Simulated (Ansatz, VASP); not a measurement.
# Al96CN95 (C_N): VASP beside Ansatz

One calculation is typed for both programs; each brings its own data sets. How far apart do they land? Of the first pair: The structure shown is the start of the Ansatz relaxation below; VASP solves that cell, so the two are compared at the walk's first step.

Method: plane waves, with VASP 6.6.1 beside it; LDA, in Ansatz 0.2.0.

### Step 1. The starting structure

The cell holds 192 atoms: 96 Al, 95 N and 1 C. Cell: a = 12.355 Å, b = 12.355 Å, c = 14.830 Å, α = 90.0°, β = 90.0°, γ = 120.0°. It derives from AlN (AlN (P6_3mc)). Nearest the centre at fractional (0.333, 0.167, 0.460): C192 at 0.05 Å, Al27 at 1.83 Å, Al33 at 1.84 Å, Al3 at 1.88 Å, Al26 at 1.93 Å, N123 at 3.03 Å, N100 at 3.04 Å, N152 at 3.05 Å.

### Step 2. Ansatz: relaxation, LDA

Ansatz runs on its default PAW (the set named soft_2) files.

The two programs are compared at the cell with which this relaxation starts, whose forces are those of its first step.

input.yaml

```yaml
crystal:
  lattice:
    - [3.08877114, 0.0, 0.0]
    - [-1.54438557, 2.67495427, 0.0]
    - [0.0, 0.0, 4.94327145]
  atoms:
    - { symbol: Al, position: [0.66666667, 0.33333333, 0.49700755] }
    - { symbol: Al, position: [0.33333333, 0.66666667, 0.99700755] }
    - { symbol: "N", position: [0.33333333, 0.66666667, 0.37899245] }
    - { symbol: "N", position: [0.66666667, 0.33333333, 0.87899245] }
  supercell: [4, 4, 3]
  defects: [{ substitution: { at: 54, symbol: C } }]
basis:
  ecutwfc: 420
  xc_grid: 2
hamiltonian:
  xc: lda
kpoints:
  mp_grid: { grid: [1, 1, 1] }
magnetization:
  spin_polarized: true
  initial_magnetization: 1
  spin_locking: { lock_magnetization: hard }
scf:
  occupations: { method: fermi_dirac, width: 0.01 }
  max_iter: 60
output:
  forces: true
  charged_corrections: { epsilon: [4.5, 4.5, 4.73], static_epsilon: [8.21, 8.21, 9.77] }
relax:
  f_tol: 0.01
  max_steps: 80
  random_displacement: { amplitude: 0.05, seed: 7 }
checkpoint:
  write: "../q0_M1.relax_smeared.run"
  compress: false
  write_wavefunctions: true
  write_every: 100000
```

Launch:

```sh
ansatz run input.yaml --threads 4 --pin off --max-ram 14131MiB --backend cpu --events-out ev --progress --plain --runs-dir out
```

Numbers of over 12 decimals in the logs are rounded to 6 here.

The program printed:

```text
Engine: ansatz 0.2.0, aarch64-unknown-linux-gnu
Pseudopotentials: kind: paw
Pseudopotential: Al, paw, valence charge 3, recommended cutoff 420 eV (normal), Al.paw.azcp
Pseudopotential: N, paw, valence charge 5, recommended cutoff 420 eV (normal), N.paw.azcp
Pseudopotential: C, paw, valence charge 4, recommended cutoff 420 eV (normal), C.paw.azcp
Functional definition: SPW92
  exchange = slater_x
  correlation = pw_c
Crystal: 192 atoms, lattice volume = 1960.459 Å³
Basis set: ecut = 420 eV, 38359 PW (Γ), exchange–correlation on 180×180×200 points (8 copies of the dense FFT grid, shifted against one another)
Bands: 576, of which v1, the nominal top of the filled ones, is band 384 counted from 1 (383 counted from 0)
Symmetry: 1 space group operations
k-points: 1
Non-local potential: Al, projectors of the file, l = 0: 2, l = 1: 2, l = 2: 1
Non-local potential: N, projectors of the file, l = 0: 2, l = 1: 2, l = 2: 1
Non-local potential: C, projectors of the file, l = 0: 2, l = 1: 2, l = 2: 1
PAW form: soft (Blöchl's): semilocal exchange-correlation on the pseudo side does not see the compensation charge
PAW frozen core: Al, regenerated for the run's functional, and the local potential with it (the file was generated under x = pbe(κ = 0.804, μ = 0.219515), c = pbe(β = 0.066725))
PAW frozen core: N, regenerated for the run's functional, and the local potential with it (the file was generated under x = pbe(κ = 0.804, μ = 0.219515), c = pbe(β = 0.066725))
PAW frozen core: C, regenerated for the run's functional, and the local potential with it (the file was generated under x = pbe(κ = 0.804, μ = 0.219515), c = pbe(β = 0.066725))
PAW one-centre angular grid: Al, 110 points (default); XC on 64 Gauss nodes
PAW one-centre angular grid: N, 110 points (default); XC on 64 Gauss nodes
PAW one-centre angular grid: C, 110 points (default); XC on 64 Gauss nodes
Initial density: superposition of atomic densities (chi_scale 0.1, normalization cell, long waves kept (reshape's long-wave potential 0.25 eV rms))
Starting moments: Σ|m| = 1 μB on 192 of 192 sites
Initial wavefunctions: pseudopotential atomic-orbital guess
Functional: x = slater, c = lda
SCF iter   1: F=—  HF=-85434.138721 eV  |F-HF|=—  |Δ(HF+E_count)|=         —  Δρ=6.96e-2 (↑6.96e-2 ↓6.91e-2)  dr2=4.64e2  dr2_m=1.28e-2  M=1.000 μB ∫|m|=1.007 μB  β_m=0.30  ethr=3.10e-3  ⟨swp⟩=6.0  Hψ=5012  notcnv=0  defer=100
preconditioner: auto → Resta (q_TF=auto, 2.333 Å⁻¹)  ε∞=3.6  [insulator: Δε(μ)=0.067 eV  Ē_g=14.290 eV  σ=0.010 eV  W_gap=0.93  n_scr=424 (ndim 8)  ℏωp=23.2 eV  f_vac=0.000  D(μ)=6.53/eV (n_scr^D=20)  ε∞_Penn≈3.6]
spin=Collinear: Resta preconditioning applied to the charge; magnetization (m = ρ↑ − ρ↓) channel mixes plain (no charge-response kernel on spin).
SCF iter   2: F=—  HF=-85319.869538 eV  |F-HF|=—  |Δ(HF+E_count)|=    1.14e2  Δρ=3.33e-2 (↑3.33e-2 ↓3.30e-2)  dr2=1.11e2  dr2_m=4.32e-3  M=1.000 μB ∫|m|=1.020 μB  β_m=0.43  ethr=3.10e-3  ⟨swp⟩=2.0  Hψ=2108  notcnv=0  defer=370
SCF iter   3: F=—  HF=-85285.876614 eV  |F-HF|=—  |Δ(HF+E_count)|=    3.40e1  Δρ=1.45e-2 (↑1.34e-2 ↓1.45e-2)  dr2=9.40e0  dr2_m=1.50e-1  M=1.000 μB ∫|m|=1.127 μB  β_m=0.64  ethr=3.10e-3  ⟨swp⟩=3.0  Hψ=1576  notcnv=0  defer=370
SCF iter   4: F=—  HF=-85283.993435 eV  |F-HF|=—  |Δ(HF+E_count)|=    1.88e0  Δρ=8.49e-3 (↑5.03e-3 ↓8.49e-3)  dr2=6.59e0  dr2_m=1.19e-1  M=1.000 μB ∫|m|=1.105 μB  β_m=0.56  ethr=1.23e-3  ⟨swp⟩=2.0  Hψ=1918  notcnv=0  defer=370
SCF iter   5: F=—  HF=-85283.056099 eV  |F-HF|=—  |Δ(HF+E_count)|=   9.37e-1  Δρ=1.77e-3 (↑9.69e-4 ↓1.77e-3)  dr2=8.98e-2  dr2_m=1.07e-2  M=1.000 μB ∫|m|=1.064 μB  β_m=0.63  ethr=8.59e-4  ⟨swp⟩=2.0  Hψ=1918  notcnv=0  defer=370
SCF iter   6: F=—  HF=-85283.055239 eV  |F-HF|=—  |Δ(HF+E_count)|=   8.60e-4  Δρ=8.16e-4 (↑5.08e-4 ↓8.16e-4)  dr2=2.27e-2  dr2_m=2.23e-3  M=1.000 μB ∫|m|=1.059 μB  β_m=0.64  ethr=1.17e-5  ⟨swp⟩=3.0  Hψ=1392  notcnv=0  defer=370
SCF iter   7: F=—  HF=-85283.057017 eV  |F-HF|=—  |Δ(HF+E_count)|=   1.78e-3  Δρ=1.05e-3 (↑2.45e-4 ↓1.05e-3)  dr2=2.69e-2  dr2_m=4.35e-3  M=1.000 μB ∫|m|=1.055 μB  β_m=0.53  ethr=2.96e-6  ⟨swp⟩=2.0  Hψ=1459  notcnv=0  defer=370
SCF iter   8: F=—  HF=-85283.055593 eV  |F-HF|=—  |Δ(HF+E_count)|=   1.42e-3  Δρ=2.88e-4 (↑1.34e-4 ↓2.88e-4)  dr2=2.86e-3  dr2_m=2.64e-4  M=1.000 μB ∫|m|=1.053 μB  β_m=0.50  ethr=2.96e-6  ⟨swp⟩=2.0  Hψ=1073  notcnv=0  defer=370
SCF iter   9: F=—  HF=-85283.055440 eV  |F-HF|=—  |Δ(HF+E_count)|=   1.52e-4  Δρ=1.67e-4 (↑5.77e-5 ↓1.67e-4)  dr2=6.60e-4  dr2_m=1.08e-4  M=1.000 μB ∫|m|=1.054 μB  β_m=0.48  ethr=3.72e-7  ⟨swp⟩=2.0  Hψ=1381  notcnv=0  defer=370
SCF iter  10: F=—  HF=-85283.055691 eV  |F-HF|=—  |Δ(HF+E_count)|=   2.51e-4  Δρ=6.58e-5 (↑3.22e-5 ↓6.58e-5)  dr2=1.35e-4  dr2_m=1.62e-5  M=1.000 μB ∫|m|=1.053 μB  β_m=0.57  ethr=8.60e-8  ⟨swp⟩=2.0  Hψ=1730  notcnv=0  defer=370
[...]
- { symbol: Al, position: [0.333508, 0.915465, 0.332022] }
    - { symbol: N, position: [0.333111, 0.915832, 0.125822] }
    - { symbol: N, position: [0.416905, 0.832466, 0.292693] }
    - { symbol: Al, position: [0.417369, 0.833055, 0.499065] }
    - { symbol: Al, position: [0.333538, 0.916995, 0.665300] }
    - { symbol: N, position: [0.334340, 0.915512, 0.459302] }
    - { symbol: N, position: [0.417145, 0.833880, 0.626464] }
    - { symbol: Al, position: [0.416917, 0.833741, 0.832262] }
    - { symbol: Al, position: [0.333343, 0.916500, 0.998509] }
    - { symbol: N, position: [0.333634, 0.917098, 0.792785] }
    - { symbol: N, position: [0.416767, 0.833283, 0.959604] }
    - { symbol: Al, position: [0.666809, 0.083029, 0.165341] }
    - { symbol: Al, position: [0.584071, 0.166401, 0.331920] }
    - { symbol: N, position: [0.583629, 0.166564, 0.126013] }
    - { symbol: N, position: [0.666952, 0.082870, 0.292534] }
    - { symbol: Al, position: [0.668274, 0.083438, 0.499064] }
    - { symbol: Al, position: [0.584407, 0.167658, 0.665653] }
    - { symbol: N, position: [0.587743, 0.167473, 0.459050] }
    - { symbol: N, position: [0.667196, 0.083751, 0.626530] }
    - { symbol: Al, position: [0.666899, 0.083601, 0.832274] }
    - { symbol: Al, position: [0.583518, 0.166680, 0.998692] }
    - { symbol: N, position: [0.583677, 0.167129, 0.793072] }
    - { symbol: N, position: [0.666797, 0.083352, 0.959598] }
    - { symbol: Al, position: [0.666631, 0.333090, 0.165757] }
    - { symbol: Al, position: [0.582974, 0.415854, 0.333498] }
    - { symbol: N, position: [0.582754, 0.415965, 0.126607] }
    - { symbol: N, position: [0.666570, 0.333151, 0.293189] }
    - { symbol: Al, position: [0.667047, 0.333883, 0.499023] }
    - { symbol: Al, position: [0.585051, 0.418420, 0.666881] }
    - { symbol: N, position: [0.585624, 0.419461, 0.460565] }
    - { symbol: N, position: [0.667115, 0.334120, 0.626585] }
    - { symbol: Al, position: [0.667226, 0.333793, 0.832564] }
    - { symbol: Al, position: [0.583164, 0.416484, 0.998917] }
    - { symbol: N, position: [0.584323, 0.417456, 0.794008] }
    - { symbol: N, position: [0.666882, 0.333407, 0.959922] }
    - { symbol: Al, position: [0.666329, 0.582787, 0.165840] }
    - { symbol: Al, position: [0.583186, 0.666206, 0.332512] }
    - { symbol: N, position: [0.583239, 0.666321, 0.126546] }
    - { symbol: N, position: [0.665942, 0.582314, 0.293178] }
    - { symbol: Al, position: [0.667892, 0.584946, 0.499583] }
    - { symbol: Al, position: [0.583763, 0.667394, 0.666136] }
    - { symbol: N, position: [0.583699, 0.667248, 0.460014] }
    - { symbol: N, position: [0.667632, 0.584693, 0.626960] }
    - { symbol: Al, position: [0.667145, 0.583940, 0.832827] }
    - { symbol: Al, position: [0.583437, 0.666725, 0.999241] }
    - { symbol: N, position: [0.583575, 0.667010, 0.793495] }
    - { symbol: N, position: [0.666727, 0.583364, 0.960138] }
    - { symbol: Al, position: [0.666584, 0.833008, 0.165623] }
[...]
- { symbol: Al, position: [0.917009, 0.583686, 0.832362] }
    - { symbol: Al, position: [0.833406, 0.666615, 0.999077] }
    - { symbol: N, position: [0.833734, 0.667109, 0.793323] }
    - { symbol: N, position: [0.916791, 0.583372, 0.959760] }
    - { symbol: Al, position: [0.916253, 0.832833, 0.165421] }
    - { symbol: Al, position: [0.833086, 0.916408, 0.332160] }
    - { symbol: N, position: [0.833191, 0.916385, 0.126157] }
    - { symbol: N, position: [0.915746, 0.832487, 0.292699] }
    - { symbol: Al, position: [0.915815, 0.833040, 0.499079] }
    - { symbol: Al, position: [0.833584, 0.917165, 0.665810] }
    - { symbol: N, position: [0.833105, 0.916821, 0.459691] }
    - { symbol: N, position: [0.916833, 0.833858, 0.626480] }
    - { symbol: Al, position: [0.916951, 0.833731, 0.832276] }
    - { symbol: Al, position: [0.833373, 0.916656, 0.998857] }
    - { symbol: N, position: [0.833530, 0.916984, 0.793158] }
    - { symbol: N, position: [0.916661, 0.833282, 0.959618] }
```

### Step 3. VASP: single point, LDA, start cell, pair 1

The same cell, functional (in two slightly different forms), mesh and smearing now go to VASP, with its own data sets.

Lines of VASP's logs that name or quote its potential files are left out, and so is its time.

INCAR

```
SYSTEM = Al96CN95
PREC = Accurate
ENCUT = 520
EDIFF = 1E-06
NELM = 200
ISMEAR = -1
SIGMA = 0.01
LREAL = Auto
ALGO = Normal
GGA = PW92
NBANDS = 517
ISPIN = 2
MAGMOM = 0 -0 0.01 0 -0 0 -0 -0 0 -0 0 0 0 -0 -0 -0 0 0 -0 -0 -0 0 0 0 0 0.01 0.01 0 -0 0 0 -0 0 0 -0 0 -0 0 0 0 0 0 0 -0 0 0 0 0 -0 -0 -0 0 0 0 -0 -0 0 0 0 0 -0 0 0 0 0 0 0 0 0 0 0 0 -0 0 -0 0 0 0 0 -0 -0 -0 0 0 0 0 -0 0 0 0 0 0 0 0 0 0 0 0.01 -0 0.05 0 0 -0 -0 0 0 0 0 0 -0 0 -0 -0 -0 0 0 0.01 -0 0 0 0 0.01 0.05 0 0 0.01 0.06 0.01 0.01 0 0 0 0 0 0 0 0 0 0 0.01 0 0 0 0 -0 -0 0 0 0 0.01 -0 0.01 0 0 0 0 0 0 0 0 0 0 0 0 0 0 0 0 -0 -0 0 -0 0 -0 0 0 0 0 -0 0 -0 0 -0 0 -0 0 0 0 0 0 0 0.33
LORBIT = 11
LWAVE = .FALSE.
LCHARG = .FALSE.
ISIF = 2
NUPDOWN = 1
LASPH = .TRUE.
GGA_COMPAT = .FALSE.
```

POSCAR

```
Al96CN95
1.0
   12.3550845635      0.0000000000      0.0000000000
   -6.1775422818     10.6998170979      0.0000000000
    0.0000000000      0.0000000000     14.8298143552
Al N C
96 95 1
Direct
    0.1659840972      0.0801097806      0.1633542364
    0.0862095192      0.1671988393      0.3297880124
    0.1650822544      0.0832405818      0.4958846297
    0.0864566518      0.1702277696      0.6675438925
[... 4 atom lines left out ...]
    0.1665316782      0.3315481907      0.5020537561
[... 10 atom lines left out ...]
    0.0831782361      0.9157693922      0.3356356243
    0.1631196600      0.8338407020      0.5001012030
    0.0828614899      0.9203463863      0.6648883637
[... 2 atom lines left out ...]
    0.4173273961      0.0862063334      0.1682485660
    0.3358054554      0.1678330558      0.3294752640
    0.4139893277      0.0851876244      0.4997508278
    0.3369493650      0.1666937840      0.6672052504
[... 2 atom lines left out ...]
    0.4139669557      0.3287985176      0.1663989138
    0.3361654979      0.4173158250      0.3349404032
    0.4129974007      0.3292504879      0.4999247342
    0.3342110376      0.4189602457      0.6685981876
[... 4 atom lines left out ...]
    0.4166782392      0.5795291586      0.5001393020
[... 4 atom lines left out ...]
    0.3364011945      0.9159688348      0.3340710734
[... 1 atom line left out ...]
    0.3326744455      0.9130758882      0.6676080201
[... 3 atom lines left out ...]
    0.5809485290      0.1689397102      0.3320691603
[... 1 atom line left out ...]
    0.5794132819      0.1644986063      0.6674962183
[... 3 atom lines left out ...]
    0.5865283320      0.4184068717      0.3347934021
    0.6691064140      0.3367598686      0.5012136243
    0.5856444013      0.4208638296      0.6671407857
[... 4 atom lines left out ...]
    0.6632381028      0.5792355087      0.4978601770
[... 29 atom lines left out ...]
    0.9164445564      0.8371541231      0.4982204647
[... 4 atom lines left out ...]
    0.1619957993      0.0810380207      0.2930915988
    0.0832909599      0.1706387112      0.4602105486
    0.1677366987      0.0799334224      0.6264872761
[... 3 atom lines left out ...]
    0.1677471114      0.3354633044      0.2899965500
[... 1 atom line left out ...]
    0.1654582039      0.3331172830      0.6230899982
[... 9 atom lines left out ...]
    0.1635982766      0.8287507084      0.2931249101
    0.0812272283      0.9139813242      0.4569791528
    0.1636048612      0.8330265759      0.6239968875
[... 3 atom lines left out ...]
    0.4198470719      0.0820073831      0.2934440645
    0.4134407531      0.0795852856      0.6246616295
[... 3 atom lines left out ...]
    0.4188386374      0.3373983842      0.2946562847
    0.3318377312      0.4197475489      0.4594957723
    0.4183506970      0.3349818008      0.6294032263
[... 10 atom lines left out ...]
    0.3314045012      0.9172833433      0.4568900080
[... 5 atom lines left out ...]
    0.5851292731      0.1672873455      0.4565601320
[... 4 atom lines left out ...]
    0.6693083470      0.3351980662      0.2957414634
    0.5799158850      0.4131233235      0.4579460563
    0.6635793623      0.3319386647      0.6238028864
[... 38 atom lines left out ...]
    0.3287430733      0.1638822406      0.4591815404
```

KPOINTS

```
Automatic mesh
0
Gamma
1 1 1
0 0 0
```

Potentials, in the order of the species: Al, N and C (LDA family, release 64).

Launch:

```sh
export OMP_NUM_THREADS=3
mpirun -np 1 vasp_gam
```

The program printed:

```text
[banner, memory and clock lines left out]
running    1 mpi-ranks, on    1 nodes
[...]
Offloading initialized ...    1 GPUs detected
[...]
|                                                                             |
|               ----> ADVICE to this user running VASP <----                  |
|                                                                             |
|     You enforced a specific xc type in the INCAR file but a different       |
|     [... a line on the potential file left out ...]
|     I HOPE YOU KNOW WHAT YOU ARE DOING!                                     |
|                                                                             |

 LDA part: xc-table for (Slater(with rela. corr.)+PW92), standard interpolation
 POSCAR, INCAR and KPOINTS ok, starting setup
[...]
entering main loop
       N       E                     dE             d eps       ncg     rms          rms(c)
DAV:   1     0.531892723095E+04    0.53189E+04   -0.40982E+05  2084   0.143E+03
DAV:   2    -0.124171623905E+04   -0.65606E+04   -0.62053E+04  2662   0.311E+02
DAV:   3    -0.180570575349E+04   -0.56399E+03   -0.55827E+03  2480   0.932E+01
DAV:   4    -0.181648548613E+04   -0.10780E+02   -0.10733E+02  2472   0.142E+01
[...]
DAV:  26    -0.156596344479E+04    0.74149E-05   -0.48899E-05  2448   0.794E-03    0.292E-02
DAV:  27    -0.156596344361E+04    0.11809E-05   -0.71470E-06  2192   0.360E-03    0.206E-02
DAV:  28    -0.156596344269E+04    0.92170E-06   -0.89393E-06  2088   0.401E-03
   1 F= -.15659634E+04 E0= -.15659571E+04  d E =-.126007E-01  mag=     0.9986
```

From OUTCAR (step 3):

```text
 magnetization (x)
# of ion       s       p       d       tot
------------------------------------------
    1        0.000   0.001   0.000   0.001
    2       -0.000  -0.000   0.000  -0.000
    3       -0.001   0.005   0.000   0.005
    4       -0.000   0.000   0.000   0.000
    5       -0.000  -0.000   0.000  -0.000
    6       -0.000   0.000   0.000   0.000
[...]
190        0.000   0.000   0.000   0.000
  191        0.000   0.001   0.000   0.001
  192        0.008   0.225   0.000   0.233
--------------------------------------------------
tot          0.015   0.620   0.000   0.635
```

The run ends at a pressure of 1.62 GPa, with forces up to 2.2 eV/Å.

### Step 4. Comparison

Known differences besides the potentials themselves: VASP starts from the moments at which Ansatz ended; the two LDA forms differ slightly; the cutoff is 420 eV in Ansatz and 520 eV in VASP (PREC = Accurate, projectors in real space); VASP's log shows a relativistic correction to its local exchange, Ansatz's none. Total energies have different zeros and are not compared.

Forces on 10 of the 192 atoms, those with the largest forces and the largest differences (eV/Å; atoms numbered as in POSCAR):

| atom | Ansatz x, y, z | VASP x, y, z |
| --- | --- | --- |
| Al7 | 1.485, -0.450, 0.217 | 1.511, -0.470, 0.212 |
| Al27 | 1.991, -0.717, -0.593 | 1.996, -0.715, -0.602 |
| Al31 | -0.375, 1.835, 0.072 | -0.376, 1.855, 0.081 |
| Al51 | -0.410, 1.804, 0.364 | -0.403, 1.830, 0.373 |
| Al86 | 1.309, 1.663, 0.619 | 1.324, 1.675, 0.614 |
| N100 | -0.494, 1.400, -0.157 | -0.499, 1.430, -0.169 |
| N116 | 0.450, 1.841, -0.047 | 0.455, 1.872, -0.037 |
| N138 | -1.404, 1.013, 1.138 | -1.418, 1.026, 1.152 |
| N144 | 0.687, 0.791, 1.763 | 0.699, 0.795, 1.793 |
| N148 | -1.051, 1.359, 0.070 | -1.073, 1.384, 0.075 |

The forces differ by 12 meV/Å r.m.s., which is 1.6 % of the r.m.s. force of 0.746 eV/Å (both taken over all components). VASP's last cycles still show a density residual of 2e-03, so its state may not be settled. Moments aren't recorded for both runs of this pair, so they may hold unlike magnetic states.

### Step 5. Ansatz: relaxation, LDA

This run makes the geometry at which the two programs are then compared.

The structure compared here is the end of the Ansatz relaxation.

This is the run of step 2 again, met here at its other cell.

(Part 1 of 2 ends here.)

[Lines on the potential files, build, host, timing and source positions are cut from VASP's logs without a mark.]

[Logs are printed without paths, hosts, clocks, repeated set-up lines and the standing remarks that a program may print on its own settings, such as how far it seeks lower states.]

[Hosts, paths, dates, database ids (printed as entryN), source tags and the programs' standing remarks are cut or masked in the printed files.]
